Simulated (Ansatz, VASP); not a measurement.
## One calculation of V, two programs

File INCAR:

```
SYSTEM = V
PREC = Accurate ; ENCUT = 520
EDIFF = 1E-6 ; ISMEAR = 0
SIGMA = 0.1 ; LREAL = .False.
LASPH = .True. ; NELM = 150
ALGO = Normal ; ISIF = 2
LWAVE = .False. ; LCHARG = .False.
ISPIN = 2 ; MAGMOM = 2
LORBIT = 11 ; LMAXMIX = 4
LDIPOL = .True. ; IDIPOL = 3
DIPOL = 0.5 0.5 0.500 ; GGA = PE
NBANDS = 16
```

File KPOINTS:

```
Automatic mesh
0
Gamma
  6 6 1
  0 0 0
```

The input POSCAR:

```
V
1.0
    3.2290040000      0.0000000000      0.0000000000
    0.0000000000      3.2290040000      0.0000000000
    0.0000000000      0.0000000000     14.0000000000
V
1
Direct
    0.0000000000      0.0000000000      0.5000000000
```

Input for Ansatz:

```yaml
crystal:
  lattice:
    - [3.229004, 0.0, 0.0]
    - [0.0, 3.229004, 0.0]
    - [0.0, 0.0, 14.0]
  atoms:
    - { symbol: V, position: [0.0, 0.0, 0.5], spin: 2.0 }
  periodic: [true, true, false]
basis:
  ecutwfc: 420
kpoints:
  mp_grid: { grid: [6, 6, 1] }
hamiltonian:
  xc: pbe
scf:
  occupations: { method: gaussian, width: 0.1 }
  lower_state_search: "off"
output:
  forces: true
  stress: true
  eigenvalues: true
  populations: true
magnetization:
  spin_polarized: true
```

Alike in both runs: task single point; functional PBE; k mesh 6 × 6 × 1; occupations gaussian, width 0.1 eV; collinear spin.

|  | VASP | Ansatz |
| --- | --- | --- |
| version | VASP 6.6.1 | Ansatz 0.2.0 |
| potentials or method | VASP PAW PBE potentials, release 64 (V_sv) | scalar-relativistic, plane waves, PAW |
| plane-wave cutoff (eV) | 520 | 420 |
| valence electrons in the cell | 13 | 13 |

|  | VASP | Ansatz | Ansatz less VASP |
| --- | --- | --- | --- |
| gap on the k mesh at the Fermi level (eV) | none | none | - |
| net moment per atom (μB) | 3.83 | 3.83 | 0.000 |
| size of the moment on the site where the two differ most (μB) | 3.02 | 3.25 | +0.235 |

Site moments also hang on the region over which each program counts them. A gap of «none» marks a metal or a gap that the smearing closes. Ansatz warned: «slab_cell_height_set».
